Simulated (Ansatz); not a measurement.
## Sb₂Se₃: relaxation of cell and atoms

The calculation used DFT, PBE, PAW with Ansatz's default frozen-core files, scalar-relativistic in Ansatz 0.2.0.

Command: `ansatz run input.yaml --threads 2 --pin off --max-ram 5120MiB --backend cpu --events-out ev --progress --plain --runs-dir out` The run took 2.8 min on 2 threads of Arm Neoverse V2, with other jobs on the host, peak memory 0.56 GiB.

```yaml
crystal:
  lattice:
    - [4.3561340963, 0.0, 0.0]
    - [-2.1780670481, 3.7725227897, 0.0]
    - [0.0, 0.0, 6.7955691902]
  atoms:
    - { symbol: Sb, position: [0.3333333333, 0.6666666667, 0.245] }
    - { symbol: Sb, position: [0.6666666667, 0.3333333333, 0.755] }
    - { symbol: Se, position: [0.0, 0.0, 0.0] }
    - { symbol: Se, position: [0.3333333333, 0.6666666667, 0.645] }
    - { symbol: Se, position: [0.6666666667, 0.3333333333, 0.355] }
kpoints:
  mp_grid: { grid: [8, 8, 5] }
scf:
  occupations: { method: fermi_dirac, width: 0.03 }
hamiltonian:
  xc: pbe
  pseudopotentials: { kind: paw }
output:
  forces: true
  stress: true
relax:
  f_tol: 0.005
  max_steps: 80
  cell: {}
```

Spin–orbit coupling is left out, though it moves levels of the heavy atoms by tenths of an eV or more.

The cell is built from the La2O3 type as a first guess.

The cutoff is 420 eV; energies and pressures of the walk include the program's estimate of the Pulay term.

Each frame lists the cell vectors (Å), then Cartesian positions (Å) and forces (eV/Å). Free energies count from the first step, -29374.9905 eV.

The walk took 27 evaluations in all; steps that aren't listed are left out.

Step 1: E = 0.0 meV, P = 19.61 GPa

```
cell 4.3561 0.0000 0.0000 -2.1781 3.7725 0.0000 0.0000 0.0000 6.7956
Sb    0.0000    2.5150    1.6649     0.000   0.000  -1.811
Sb    2.1781    1.2575    5.1307     0.000   0.000   1.811
Se    0.0000    0.0000    0.0000     0.000   0.000   0.000
Se    0.0000    2.5150    4.3831     0.000   0.000  -0.215
Se    2.1781    1.2575    2.4124     0.000   0.000   0.215
```

Step 2: E = -1370.1 meV, P = 4.55 GPa

```
cell 4.5709 0.0000 0.0000 -2.2854 3.9585 0.0000 0.0000 0.0000 7.0665
Sb    0.0000    2.6390    1.6095     0.000   0.000  -0.229
Sb    2.2854    1.3195    5.4570     0.000   0.000   0.229
Se    0.0000    0.0000    0.0000     0.000   0.000   0.000
Se    0.0000    2.6390    4.5534     0.000   0.000  -0.228
Se    2.2854    1.3195    2.5131     0.000   0.000   0.228
```

Step 3: E = -1515.3 meV, P = 0.81 GPa

```
cell 4.5908 0.0000 0.0000 -2.2954 3.9758 0.0000 0.0000 0.0000 7.3973
Sb    0.0000    2.6505    1.6797     0.000   0.000  -0.096
Sb    2.2954    1.3253    5.7177     0.000   0.000   0.096
Se    0.0000    0.0000    0.0000     0.000   0.000   0.000
Se    0.0000    2.6505    4.6740     0.000   0.000   0.298
Se    2.2954    1.3253    2.7233     0.000   0.000  -0.298
```

Step 4: E = -1549.2 meV, P = -0.21 GPa

```
cell 4.5883 0.0000 0.0000 -2.2942 3.9736 0.0000 0.0000 0.0000 7.5541
Sb    0.0000    2.6491    1.7180     0.000   0.000  -0.161
Sb    2.2942    1.3245    5.8361     0.000   0.000   0.161
Se    0.0000    0.0000    0.0000     0.000   0.000   0.000
Se    0.0000    2.6491    4.7882     0.000   0.000   0.139
Se    2.2942    1.3245    2.7660     0.000   0.000  -0.139
```

Step 5: E = -1634.9 meV, P = -1.07 GPa

```
cell 4.5190 0.0000 0.0000 -2.2595 3.9135 0.0000 0.0000 0.0000 7.8939
Sb    0.0000    2.6090    1.7511     0.000   0.000  -0.311
Sb    2.2595    1.3045    6.1428     0.000   0.000   0.311
Se    0.0000    0.0000    0.0000     0.000   0.000   0.000
Se    0.0000    2.6090    4.9983     0.000   0.000   0.110
Se    2.2595    1.3045    2.8955     0.000   0.000  -0.110
```

Step 6: E = -1756.6 meV, P = -1.87 GPa

```
cell 4.4446 0.0000 0.0000 -2.2223 3.8491 0.0000 0.0000 0.0000 8.2267
Sb    0.0000    2.5661    1.7728     0.000   0.000  -0.396
Sb    2.2223    1.2830    6.4538     0.000   0.000   0.396
Se    0.0000    0.0000    0.0000     0.000   0.000   0.000
Se    0.0000    2.5661    5.2001     0.000   0.000   0.182
Se    2.2223    1.2830    3.0266     0.000   0.000  -0.182
```

Step 7:

```
cell 4.3495 0.0000 0.0000 -2.1747 3.7668 0.0000 0.0000 0.0000 8.5589
Sb    0.0000    2.5112    1.7700
Sb    2.1747    1.2556    6.7889
Se    0.0000    0.0000    0.0000
Se    0.0000    2.5112    5.4210
Se    2.1747    1.2556    3.1379
```

Step 8: E = -1993.1 meV, P = 0.40 GPa

```
cell 4.1865 0.0000 0.0000 -2.0932 3.6256 0.0000 0.0000 0.0000 8.8013
Sb    0.0000    2.4171    1.6717     0.000   0.000   0.361
Sb    2.0932    1.2085    7.1297     0.000   0.000  -0.361
Se    0.0000    0.0000    0.0000     0.000   0.000   0.000
Se    0.0000    2.4171    5.6640     0.000   0.000  -0.055
Se    2.0932    1.2085    3.1373     0.000   0.000   0.055
```

Step 9: E = -2019.6 meV, P = 0.57 GPa

```
cell 4.2137 0.0000 0.0000 -2.1068 3.6492 0.0000 0.0000 0.0000 8.6688
Sb    0.0000    2.4328    1.7115     0.000   0.000  -0.007
Sb    2.1068    1.2164    6.9573     0.000   0.000   0.007
Se    0.0000    0.0000    0.0000     0.000   0.000   0.000
Se    0.0000    2.4328    5.5313     0.000   0.000  -0.023
Se    2.1068    1.2164    3.1375     0.000   0.000   0.023
```

Step 10: E = -2019.1 meV, P = -0.43 GPa, step rejected

```
cell 4.2039 0.0000 0.0000 -2.1020 3.6407 0.0000 0.0000 0.0000 8.7760
Sb    0.0000    2.4271    1.7395     0.000   0.000  -0.016
Sb    2.1020    1.2136    7.0365     0.000   0.000   0.016
Se    0.0000    0.0000    0.0000     0.000   0.000   0.000
Se    0.0000    2.4271    5.5881     0.000   0.000   0.078
Se    2.1020    1.2136    3.1879     0.000   0.000  -0.078
```

Step 11: E = -2022.1 meV, P = 0.06 GPa

```
cell 4.2127 0.0000 0.0000 -2.1063 3.6483 0.0000 0.0000 0.0000 8.7224
Sb    0.0000    2.4322    1.7218     0.000   0.000  -0.016
Sb    2.1063    1.2161    7.0006     0.000   0.000   0.016
Se    0.0000    0.0000    0.0000     0.000   0.000   0.000
Se    0.0000    2.4322    5.5690     0.000   0.000  -0.013
Se    2.1063    1.2161    3.1535     0.000   0.000   0.013
```

Step 12: E = -2022.2 meV, P = -0.01 GPa

```
cell 4.2129 0.0000 0.0000 -2.1064 3.6485 0.0000 0.0000 0.0000 8.7263
Sb    0.0000    2.4323    1.7210     0.000   0.000   0.003
Sb    2.1064    1.2162    7.0053     0.000   0.000  -0.003
Se    0.0000    0.0000    0.0000     0.000   0.000   0.000
Se    0.0000    2.4323    5.5703     0.000   0.000   0.005
Se    2.1064    1.2162    3.1560     0.000   0.000  -0.005
```

Step 13: E = -2206.6 meV, P = 1.87 GPa (the cell of the step before, solved again on a basis chosen afresh, hence the jump)

```
cell 4.2129 0.0000 0.0000 -2.1064 3.6485 0.0000 0.0000 0.0000 8.7263
Sb    0.0000    2.4323    1.7210     0.000   0.000   0.009
Sb    2.1064    1.2162    7.0053     0.000   0.000  -0.009
Se    0.0000    0.0000    0.0000     0.000   0.000   0.000
Se    0.0000    2.4323    5.5703     0.000   0.000   0.001
Se    2.1064    1.2162    3.1560     0.000   0.000  -0.001
```

Step 14: E = -2313.5 meV, P = 1.31 GPa

```
cell 4.1807 0.0000 0.0000 -2.0903 3.6206 0.0000 0.0000 0.0000 8.9812
Sb    0.0000    2.4137    1.7636     0.000   0.000  -0.001
Sb    2.0903    1.2069    7.2176     0.000   0.000   0.001
Se    0.0000    0.0000    0.0000     0.000   0.000   0.000
Se    0.0000    2.4137    5.7500     0.000   0.000   0.012
Se    2.0903    1.2069    3.2312     0.000   0.000  -0.012
```

Step 15: E = -2417.8 meV, P = 0.83 GPa

```
cell 4.1327 0.0000 0.0000 -2.0663 3.5790 0.0000 0.0000 0.0000 9.3210
Sb    0.0000    2.3860    1.8173     0.000   0.000   0.004
Sb    2.0663    1.1930    7.5036     0.000   0.000  -0.004
Se    0.0000    0.0000    0.0000     0.000   0.000   0.000
Se    0.0000    2.3860    5.9937     0.000   0.000   0.046
Se    2.0663    1.1930    3.3273     0.000   0.000  -0.046
```

Step 16: E = -2479.5 meV, P = 0.35 GPa

```
cell 4.0990 0.0000 0.0000 -2.0495 3.5498 0.0000 0.0000 0.0000 9.6607
Sb    0.0000    2.3665    1.8590     0.000   0.000   0.013
Sb    2.0495    1.1833    7.8017     0.000   0.000  -0.013
Se    0.0000    0.0000    0.0000     0.000   0.000   0.000
Se    0.0000    2.3665    6.2630     0.000   0.000   0.060
Se    2.0495    1.1833    3.3977     0.000   0.000  -0.060
```

Step 17: E = -2505.7 meV, P = 0.04 GPa

```
cell 4.0824 0.0000 0.0000 -2.0412 3.5354 0.0000 0.0000 0.0000 10.0005
Sb    0.0000    2.3570    1.8877     0.000   0.000  -0.053
Sb    2.0412    1.1785    8.1128     0.000   0.000   0.053
Se    0.0000    0.0000    0.0000     0.000   0.000   0.000
Se    0.0000    2.3570    6.5699     0.000   0.000  -0.005
Se    2.0412    1.1785    3.4306     0.000   0.000   0.005
```

Step 18: E = -2507.6 meV, P = 0.05 GPa

```
cell 4.0727 0.0000 0.0000 -2.0364 3.5271 0.0000 0.0000 0.0000 10.1376
Sb    0.0000    2.3514    1.8791     0.000   0.000   0.066
Sb    2.0364    1.1757    8.2585     0.000   0.000  -0.066
Se    0.0000    0.0000    0.0000     0.000   0.000   0.000
Se    0.0000    2.3514    6.7026     0.000   0.000   0.034
Se    2.0364    1.1757    3.4350     0.000   0.000  -0.034
```

Step 19: E = -2507.3 meV, P = 0.01 GPa, step rejected

```
cell 4.0856 0.0000 0.0000 -2.0428 3.5383 0.0000 0.0000 0.0000 10.1266
Sb    0.0000    2.3588    1.8769     0.000   0.000  -0.011
Sb    2.0428    1.1794    8.2497     0.000   0.000   0.011
Se    0.0000    0.0000    0.0000     0.000   0.000   0.000
Se    0.0000    2.3588    6.7102     0.000   0.000  -0.039
Se    2.0428    1.1794    3.4163     0.000   0.000   0.039
```

Step 20: E = -2508.0 meV, P = -0.02 GPa

```
cell 4.0774 0.0000 0.0000 -2.0387 3.5312 0.0000 0.0000 0.0000 10.1322
Sb    0.0000    2.3541    1.8851     0.000   0.000   0.000
Sb    2.0387    1.1771    8.2471     0.000   0.000   0.000
Se    0.0000    0.0000    0.0000     0.000   0.000   0.000
Se    0.0000    2.3541    6.6986     0.000   0.000   0.002
Se    2.0387    1.1771    3.4336     0.000   0.000  -0.002
```

Step 21: E = -2517.9 meV, P = 0.11 GPa (the cell of the step before, solved again on a basis chosen afresh, hence the jump)

```
cell 4.0774 0.0000 0.0000 -2.0387 3.5312 0.0000 0.0000 0.0000 10.1322
Sb    0.0000    2.3541    1.8851     0.000   0.000   0.001
Sb    2.0387    1.1771    8.2471     0.000   0.000  -0.001
Se    0.0000    0.0000    0.0000     0.000   0.000   0.000
Se    0.0000    2.3541    6.6986     0.000   0.000   0.003
Se    2.0387    1.1771    3.4336     0.000   0.000  -0.003
```

Step 22: E = -2520.9 meV, P = 0.09 GPa

```
cell 4.0715 0.0000 0.0000 -2.0358 3.5261 0.0000 0.0000 0.0000 10.2619
Sb    0.0000    2.3507    1.8917     0.000   0.000  -0.006
Sb    2.0358    1.1754    8.3702     0.000   0.000   0.006
Se    0.0000    0.0000    0.0000     0.000   0.000   0.000
Se    0.0000    2.3507    6.8187     0.000   0.000   0.001
Se    2.0358    1.1754    3.4432     0.000   0.000  -0.001
```

Step 23: E = -2522.5 meV, P = 0.04 GPa

```
cell 4.0699 0.0000 0.0000 -2.0349 3.5246 0.0000 0.0000 0.0000 10.4168
Sb    0.0000    2.3497    1.8942     0.000   0.000  -0.003
Sb    2.0349    1.1749    8.5225     0.000   0.000   0.003
Se    0.0000    0.0000    0.0000     0.000   0.000   0.000
Se    0.0000    2.3497    6.9701     0.000   0.000  -0.002
Se    2.0349    1.1749    3.4466     0.000   0.000   0.002
```

Step 24: E = -2522.6 meV, P = 0.01 GPa

```
cell 4.0703 0.0000 0.0000 -2.0351 3.5249 0.0000 0.0000 0.0000 10.4556
Sb    0.0000    2.3500    1.8949     0.000   0.000   0.000
Sb    2.0351    1.1750    8.5607     0.000   0.000   0.000
Se    0.0000    0.0000    0.0000     0.000   0.000   0.000
Se    0.0000    2.3500    7.0078     0.000   0.000   0.002
Se    2.0351    1.1750    3.4478     0.000   0.000  -0.002
```

Step 25: E = -2522.6 meV, P = 0.01 GPa

```
cell 4.0696 0.0000 0.0000 -2.0348 3.5244 0.0000 0.0000 0.0000 10.5220
Sb    0.0000    2.3496    1.8955     0.000   0.000  -0.001
Sb    2.0348    1.1748    8.6265     0.000   0.000   0.001
Se    0.0000    0.0000    0.0000     0.000   0.000   0.000
Se    0.0000    2.3496    7.0736     0.000   0.000  -0.001
Se    2.0348    1.1748    3.4484     0.000   0.000   0.001
```

(1) Give the energy and forces of step 7.

(2) How does the relaxation end?

Results:

(1) E = -1910.5 meV, P = -2.42 GPa
```
Sb    0.0000    2.5112    1.7700     0.000   0.000  -0.258
Sb    2.1747    1.2556    6.7889     0.000   0.000   0.258
Se    0.0000    0.0000    0.0000     0.000   0.000   0.000
Se    0.0000    2.5112    5.4210     0.000   0.000   0.228
Se    2.1747    1.2556    3.1379     0.000   0.000  -0.228
```

(2) It converges, with a = 4.069 Å, b = 4.069 Å, c = 10.535 Å, α = 90.00°, β = 90.00°, γ = 120.00° (conventional cell, space group P-3m1). The last solve (on a basis chosen afresh for the final cell, so its energy is not quite comparable) gives E = -2523.2 meV, P = 0.00 GPa:
```
cell 4.0695 0.0000 0.0000 -2.0347 3.5243 0.0000 0.0000 0.0000 10.5348
Sb    0.0000    2.3495    1.8957     0.000   0.000   0.000
Sb    2.0347    1.1747    8.6391     0.000   0.000   0.000
Se    0.0000    0.0000    0.0000     0.000   0.000   0.000
Se    0.0000    2.3495    7.0860     0.000   0.000   0.000
Se    2.0347    1.1747    3.4488     0.000   0.000   0.000
```
